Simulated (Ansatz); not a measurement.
## Relaxing twisted 1T-ZrS2 monolayer on bilayer, 38.21° (63 atoms)

How does twisted 1T-ZrS2 monolayer on bilayer, 38.21° (63 atoms) relax, and what do bonds, charges and levels look like afterwards?

Method: Kohn-Sham DFT, LDA, PAW (set soft_2), plane waves, in Ansatz 0.2.0.

## Step 1: Set-up

The cell holds 63 atoms: 21 Zr and 42 S. Cell: a = 9.683 Å, b = 9.683 Å, c = 27.090 Å, α = 90.0°, β = 90.0°, γ = 120.0°. It derives from ZrS2 (1T-ZrS2). 1T-ZrS2 (a = 3.66 Å) under 1T-ZrS2 (a = 3.66 Å), monolayer on bilayer, commensurate cell of 7 unit cells a layer, twist 38.21 deg; facing planes 3.11, 3.22 Å apart; 12 Å of vacuum; layers as built, displaced by a Gaussian of 0.01 Å. Regions: layer 1, 21 atoms (7 Zr and 14 S); layer 2, 21 atoms (7 Zr and 14 S); layer 3, 21 atoms (7 Zr and 14 S). Vacuum lies along c.

What the set-up can't give: The functional has no dispersion term, which matters for the binding between molecules or layers, where LDA binds through overlap of densities alone. Only the Γ point is sampled, in a cell whose shortest periodic width is 8 Å.

## Step 2: Single point at the start

The forces at the start show how far the geometry lies from a minimum of this functional.

The input, input.yaml:

```yaml
crystal:
  lattice:
    - [9.6834, 0.0, 0.0]
    - [-4.8417, 8.38607, 0.0]
    - [0.0, 0.0, 27.09]
  atoms:
    - { symbol: Zr, position: [0.99994, 0.00064, 0.27535] }
    - { symbol: S, position: [0.18859, 0.23673, 0.3296] }
    - { symbol: S, position: [0.23809, 0.04884, 0.22178] }
    - { symbol: Zr, position: [0.14211, 0.42934, 0.27499] }
    [... 53 atom lines left out ...]
    - { symbol: Zr, position: [0.99989, 0.0007, 0.72441] }
    - { symbol: S, position: [0.76422, 0.81095, 0.77813] }
    - { symbol: S, position: [0.80905, 0.04717, 0.67075] }
    - { symbol: Zr, position: [0.14392, 0.71502, 0.72402] }
    - { symbol: S, position: [0.90681, 0.52401, 0.779] }
    - { symbol: S, position: [0.95148, 0.76115, 0.67028] }
kpoints:
  mp_grid: { grid: [1, 1, 1] }
hamiltonian:
  xc: lda
scf:
  occupations: { method: gaussian, width: 0.025 }
output:
  forces: true
  populations: true
  dos:
    method: { smearing: { sigma: 0.15 } }
    de: 0.1
    projected:
      site_lists:
        S: [S]
        Zr: [Zr]
        layer_1: [0, 1, 2, 3, 4, 5, 6, 7, 8, 9, 10, 11, 12, 13, 14, 15, 16, 17, 18, 19, 20]
        layer_2: [21, 22, 23, 24, 25, 26, 27, 28, 29, 30, 31, 32, 33, 34, 35, 36, 37, 38, 39, 40, 41]
        layer_3: [42, 43, 44, 45, 46, 47, 48, 49, 50, 51, 52, 53, 54, 55, 56, 57, 58, 59, 60, 61, 62]
  eigenvalues: true
```

The run is started by

```console
$ ansatz run input.yaml --threads 4 --pin off --max-ram 8192MiB --backend cpu --events-out ev --progress --plain --runs-dir out
```

It took 30 s on 4 threads of Arm Neoverse V1, shared host; peak memory 2.1 GiB.

Read from the output:

```
free energy                                      : -122243.8116 eV
free energy per atom                             : -1940.3780 eV/atom
SCF cycles                                       : 10
r.m.s. force component                           : 0.2107 eV/Å
longest force                                    : 0.6341 eV/Å
Fermi energy                                     : 2.869 eV
gap (highest filled to lowest empty level) : 1.48 eV
spilling of the projection                       : 0.005834
```

The r.m.s. force component of 0.21 eV/Å sets the starting point.

Length of the force by element:

| element | coordination | atoms | mean length of the force (eV/Å) | spread | least | most |
| --- | --- | --- | --- | --- | --- | --- |
| S | all | 42 | 0.416 | 0.112 | 0.114 | 0.634 |
| Zr | all | 21 | 0.155 | 0.0648 | 0.0317 | 0.252 |

## Step 3: Relaxation

The atoms are relaxed in the fixed cell, aiming at the force tolerance of the input.

input.yaml, the sections that differ from step 2:

```yaml
output:
  forces: true
relax:
  f_tol: 0.05
  max_steps: 200
# crystal, kpoints, hamiltonian, scf: as in step 2
```

The job ended after 3.5 min (4 threads; peak memory 2.1 GiB).

Relaxation path:

| step | energy less that of the first step (eV) | largest force component (eV/Å) |
| --- | --- | --- |
| 1 | 0.0000 | 0.6177 |
| 2 | 0.0950 | 0.7954 |
| 3 | -0.4027 | 0.0670 |
| 4 | -0.4570 | 0.0464 |
| 5 | -0.4749 | 0.0317 |
| 6 | -0.4782 | 0.0250 |
| 7 | -0.4782 | 0.0262 |
| 8 | -0.4800 | 0.0216 |
| 9 | -0.4804 | 0.0200 |
| 10 | -0.4906 | 0.1070 |
| 11 | -0.4361 | 0.3219 |
| 12 | -0.5486 | 0.1181 |
| 13 | -0.5843 | 0.0359 |
| 14 | -0.5843 | 0.0358 |

Relaxation steps 2, 11 were tried and not accepted.

The atoms that moved most (Å):

| atom | dx | dy | dz | length |
| --- | --- | --- | --- | --- |
| S53 | 0.040 | -0.022 | -0.275 | 0.279 |
| S21 | -0.054 | 0.057 | 0.258 | 0.270 |
| S62 | 0.017 | -0.022 | -0.260 | 0.261 |
| S56 | 0.025 | -0.031 | -0.257 | 0.260 |
| S6 | -0.043 | 0.077 | 0.244 | 0.259 |
| S12 | -0.055 | 0.068 | 0.242 | 0.258 |
| S44 | 0.012 | -0.040 | -0.252 | 0.256 |
| S15 | -0.063 | 0.061 | 0.234 | 0.250 |

The relaxation changed the energy by -9.28 meV/atom, and atoms moved by 0.18 Å r.m.s., 0.28 Å at most.

## Step 4: Distances and neighbours after relaxation

Bonds before and after, by the cutoffs listed below:

```
pair  bonds before  bonds after  mean before (Å)  mean after (Å)  spread before (Å)  spread after (Å)
S-Zr           126          126            2.569           2.551              0.013             0.065
```

Normalised to the volume that the atoms fill. Pair distribution functions g(r), in bins of 0.1 Å:

```
r (Å)  total    S-S   S-Zr  Zr-Zr
 2.35   0.00   0.00   0.00   0.00
 2.45   3.27   0.00   7.35   0.00
 2.55   4.57   0.00  10.30   0.00
 2.65   2.64   0.00   5.93   0.00
 2.75   0.00   0.00   0.00   0.00
 2.85   0.00   0.00   0.00   0.00
 2.95   0.00   0.00   0.00   0.00
 3.05   0.00   0.00   0.00   0.00
 3.15   0.06   0.12   0.00   0.00
 3.25   0.00   0.00   0.00   0.00
 3.35   0.29   0.65   0.00   0.00
 3.45   0.00   0.00   0.00   0.00
 3.55   2.70   6.07   0.00   0.00
 3.65   8.43  13.30   0.00  22.70
 3.75   0.00   0.00   0.00   0.00
 3.85   0.18   0.41   0.00   0.00
 3.95   0.04   0.08   0.00   0.00
 4.05   0.07   0.15   0.00   0.00
 4.15   0.13   0.28   0.00   0.00
 4.25   0.00   0.00   0.00   0.00
 4.35   0.91   0.00   2.05   0.00
 4.45   1.30   0.00   2.92   0.00
 4.55   1.76   0.00   3.96   0.00
 4.65   0.00   0.00   0.00   0.00
 4.75   0.33   0.43   0.32   0.00
 4.85   0.09   0.21   0.00   0.00
 4.95   0.22   0.00   0.50   0.00
 5.05   0.86   1.84   0.10   0.00
 5.15   0.88   1.98   0.00   0.00
 5.25   0.22   0.36   0.13   0.00
 5.35   0.17   0.00   0.39   0.00
 5.45   0.07   0.00   0.16   0.00
 5.55   0.04   0.00   0.08   0.00
 5.65   1.90   0.15   4.13   0.00
 5.75   2.18   0.11   4.78   0.00
 5.85   1.90   0.39   3.87   0.00
 5.95   0.17   0.20   0.10   0.27
 6.05   0.09   0.00   0.10   0.40
 6.15   0.66   0.90   0.35   0.90
 6.25   2.67   5.21   0.19   2.51
 6.35   3.17   4.97   0.21   7.79
 6.45   0.00   0.00   0.00   0.00
 6.55   0.23   0.28   0.11   0.45
 6.65   0.18   0.11   0.22   0.33
```

Bonds by pair of elements; cutoffs follow the first minimum of g(r), held within bounds set by covalent radii, and pairs that aren't listed don't count as bonded:

| pair A-B | cutoff (Å) | bonds | mean length (Å) | spread (Å) | shortest (Å) | B about A | A about B |
| --- | --- | --- | --- | --- | --- | --- | --- |
| S-Zr | 3.28 | 126 | 2.55 | 0.065 | 2.46 | 3 | 6 |

How many atoms have how many bonded neighbours:

| element | mean | 3 | 6 |
| --- | --- | --- | --- |
| S | 3 | 42 | 0 |
| Zr | 6 | 0 | 21 |

Bond angles (no mean is given where the spread exceeds 20°):

```csv
angle,count,mean (°),spread (°)
S-Zr-S,315,-,-
Zr-S-Zr,126,91.7,1.5
```

For some of the pairs, g(r) has its first main peak near 3.63 Å (S-S), 2.55 Å (S-Zr) and 3.68 Å (Zr-Zr). Counting bonds as in the table, all S atoms have 3 and all Zr atoms have 6 bonded neighbours.

## Step 5: Single point at the relaxed geometry

The electronic structure is read at the final geometry, in a run of its own.

The input, input.yaml:

```yaml
crystal:
  lattice:
    - [9.6834, 0.0, 0.0]
    - [-4.8417, 8.38607, 0.0]
    - [0.0, 0.0, 27.09]
  atoms:
    - { symbol: Zr, position: [0.00124, 0.99769, 0.28293] }
    - { symbol: S, position: [0.18767, 0.24386, 0.33562] }
    - { symbol: S, position: [0.23533, 0.0551, 0.23029] }
    - { symbol: Zr, position: [0.14405, 0.42625, 0.28306] }
    [... 53 atom lines left out ...]
    - { symbol: Zr, position: [0.00227, 0.00752, 0.71645] }
    - { symbol: S, position: [0.76328, 0.80672, 0.76921] }
    - { symbol: S, position: [0.81021, 0.04224, 0.66374] }
    - { symbol: Zr, position: [0.14563, 0.72202, 0.71631] }
    - { symbol: S, position: [0.90727, 0.52133, 0.76942] }
    - { symbol: S, position: [0.95272, 0.75601, 0.66378] }
kpoints:
  mp_grid: { grid: [1, 1, 1] }
hamiltonian:
  xc: lda
scf:
  occupations: { method: gaussian, width: 0.025 }
output:
  forces: true
  populations: intrinsic
  dos:
    method: { smearing: { sigma: 0.1 } }
    de: 0.1
    projected:
      site_lists:
        S: [S]
        Zr: [Zr]
        layer_1: [0, 1, 2, 3, 4, 5, 6, 7, 8, 9, 10, 11, 12, 13, 14, 15, 16, 17, 18, 19, 20]
        layer_2: [21, 22, 23, 24, 25, 26, 27, 28, 29, 30, 31, 32, 33, 34, 35, 36, 37, 38, 39, 40, 41]
        layer_3: [42, 43, 44, 45, 46, 47, 48, 49, 50, 51, 52, 53, 54, 55, 56, 57, 58, 59, 60, 61, 62]
  eigenvalues: true
  write_density: true
  write_potential: true
  volumetric_format: npy
  elf: true
```

The job ended after 33 s (4 threads; peak memory 2.1 GiB; 2.1 min of CPU time).

The program notes that the exchange-correlation potential is rough where the density is thin.

Read from the output:

| Quantity | Value |
| --- | --- |
| free energy | -122244.3959 eV |
| free energy per atom | -1940.3872 eV/atom |
| SCF cycles | 10 |
| r.m.s. force component | 0.00895 eV/Å |
| longest force | 0.03797 eV/Å |
| Fermi energy | 2.855 eV |
| gap (highest filled to lowest empty level) | 1.707 eV |
| potential in mid-vacuum, over the Fermi level | 5.786 eV |
| potential 4.5 Å over the upper face | 5.784 eV |
| potential 4.5 Å under the lower face | 5.788 eV |

Intrinsic-atomic-orbital charges by element:

```
element  coordination  atoms  mean charge (e)  spread   least    most
      S           all     42           -0.356  0.0027  -0.359  -0.344
     Zr           all     21            0.712  0.0018   0.709   0.714
```

By region:

| region | atoms | mean length of the force (eV/Å) | net charge (e) |
| --- | --- | --- | --- |
| layer 1 | 21 | 0.011 | 0 |
| layer 2 | 21 | 0.014 | 0 |
| layer 3 | 21 | 0.018 | 0 |

Density of states as counts of states in windows of 1 eV (from the Fermi level), total and the larger projections:

```
from (eV)  to (eV)  total   S p  Zr d  layer 2  layer 3  layer 1   S s
      -14      -13    6.0   0.1   0.0      2.0      2.0      2.0   3.6
      -13      -12   65.7   0.6   6.9     21.7     22.0     21.9  53.5
      -12      -11   12.4   0.1   0.9      4.3      4.0      4.1  10.8
      -11       -6    0.0   0.0   0.0      0.0      0.0      0.0   0.0
       -6       -5    1.8   1.2   0.5      0.9      0.4      0.4   0.1
       -5       -4   62.8  42.2  14.3     21.1     20.5     20.7   1.6
       -4       -3   74.6  50.5  21.1     23.0     25.5     25.4   1.2
       -3       -2   61.8  47.0  11.4     21.6     19.8     19.4   1.4
       -2       -1   39.2  35.7   2.0     12.3     13.0     13.5   0.7
       -1        0   11.8  10.9   0.7      4.1      3.8      3.8   0.0
        0        1   27.5   5.0  21.3      9.4      8.6      8.5   0.1
        1        2   40.1   9.4  28.3     12.8     12.4     13.3   0.4
```

The stored curve holds about 336 of the 504 electrons; the rest, give or take the few that broadening carries across the Fermi level, lie in deeper levels below its range.

The levels nearest the highest filled one (over half full), pooled over k-points and spins:

```csv
level less the highest filled one (eV),occupation
-0.101,2
-0.0749,2
-0.0695,2
-0.0512,2
-0.032,2
0,2
1.71,0
1.72,0
1.72,0
1.73,0
1.74,0
1.74,0
```

Planar average of the electrostatic potential energy along the normal, with the Fermi level as zero, after a running mean with a triangular window 4 Å wide at its base:

```csv
height (Å),potential energy (eV)
0.0,5.79
0.7,5.79
1.6,5.79
2.3,5.79
3.1,5.75
3.8,5.47
4.7,3.82
5.4,0.99
6.2,-3.87
6.9,-7.19
7.8,-8.79
8.5,-7.02
9.2,-3.67
10.0,0.43
10.7,1.25
11.6,-1.34
12.3,-5.12
13.1,-8.35
13.8,-8.48
14.7,-5.41
15.4,-1.60
16.2,1.38
16.9,0.92
17.8,-2.93
18.5,-6.49
19.2,-8.65
20.0,-7.67
20.7,-4.60
21.6,0.29
22.3,3.40
23.1,5.33
23.8,5.73
24.7,5.78
25.4,5.78
26.2,5.79
26.9,5.79
```

Mean intrinsic-atomic-orbital charges: S -0.36, Zr +0.71 e. The largest share in the top eV of filled states is S p (92 % of the projected weight), and in the lowest eV of empty states Zr d (77 % of the projected weight). The potential stands 6.64 eV above the highest filled level over the upper face and 6.64 eV under the lower one, a reading of the ionisation potential at this level on the run's k-points.

## Step 6: Results

```
energy change in the relaxation                  : -9.275 meV/atom
r.m.s. displacement                              : 0.184 Å
largest displacement                             : 0.279 Å
free energy per atom                             : -1940.3872 eV/atom
r.m.s. force component                           : 0.00895 eV/Å
gap (highest filled to lowest empty level) : 1.707 eV
potential in mid-vacuum, over the Fermi level    : 5.786 eV
wall time of the 3 DFT runs                      : 4.5 min
```

Relaxation lowers the energy by 9.28 meV/atom and moves atoms by 0.18 Å r.m.s.; the r.m.s. force component goes from 0.21 to 0.0089 eV/Å, and the gap from 1.48 to 1.71 eV. By the final cutoffs no bond was broken or made. From the first step to the last the energy fell by 0.584 eV, and the largest move was 0.28 Å (S53). The S-Zr bonds go from 2.569 Å (spread 0.013) to 2.551 Å (spread 0.065). Counting bonds as in the table, all S atoms have 3 and all Zr atoms have 6 bonded neighbours. The highest filled and lowest empty levels differ by 1.71 eV at Γ alone; the mesh holds the band edges only if they fold onto it, so the gap at this level can be narrower or closed, while local or semilocal functionals tend to narrow gaps against experiment. The potential stands 6.64 eV above the highest filled level over the upper face and 6.64 eV under the lower one, a reading of the ionisation potential at this level on the run's k-points.

[Logs are printed without paths, hosts, clocks, repeated set-up lines and the standing remarks that a program may print on its own settings, such as how far it seeks lower states.]

[Hosts, paths, dates, database ids (printed as entryN), source tags and the programs' standing remarks are cut or masked in the printed files.]
